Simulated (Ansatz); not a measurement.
# ZnS and the effect of the dispersion correction

The cell as given:

```cif
data_structure
_symmetry_space_group_name_H-M 'P 1'
_symmetry_Int_Tables_number 1
_cell_length_a 3.8110
_cell_length_b 3.8110
_cell_length_c 6.2340
_cell_angle_alpha 90.000
_cell_angle_beta 90.000
_cell_angle_gamma 120.000
_cell_volume 78.41
loop_
_atom_site_label
_atom_site_type_symbol
_atom_site_fract_x
_atom_site_fract_y
_atom_site_fract_z
_atom_site_occupancy
Zn1 Zn 0.66667 0.33333 0.50000 1
Zn2 Zn 0.33333 0.66667 0.00000 1
S1 S 0.66667 0.33333 0.88500 1
S2 S 0.33333 0.66667 0.38500 1
```

Kept alike: task relaxation of cell and atoms; functional PBEsol; k mesh 8 × 8 × 5; occupations fermi-dirac, width 0.05 eV; no spin polarisation. Program: Ansatz, Ansatz PAW, cutoff 420 eV. The mesh is that of the run's cell of 4 atoms. No spin-orbit coupling.

| dispersion correction | volume (Å³/atom) | first edge of the run's cell (Å) | third edge of the run's cell (Å) |
| --- | --- | --- | --- |
| D3(BJ) | 18.696 | 3.746 | 6.154 |
| D3(BJ)-ATM | 18.780 | 3.752 | 6.162 |
| D4 | 18.880 | 3.758 | 6.175 |
| none | 19.224 | 3.782 | 6.209 |

The relaxations keep at least the cell's symmetry (P6_3mc). Relaxations stop with a little pressure left, so the last digits of a volume or edge aren't settled. All rows use potentials made for PBE.

The volume runs from 18.696 (D3(BJ)) to 19.224 Å³/atom (none). Against no correction: D3(BJ) -2.7 %; D3(BJ)-ATM -2.3 %; D4 -1.8 %. Dispersion terms mostly attract and so lower the volume; the schemes' coefficients and damping set how far. The first edge of the run's cell runs from 3.746 (D3(BJ)) to 3.782 Å (none). The third edge of the run's cell runs from 6.154 (D3(BJ)) to 6.209 Å (none).
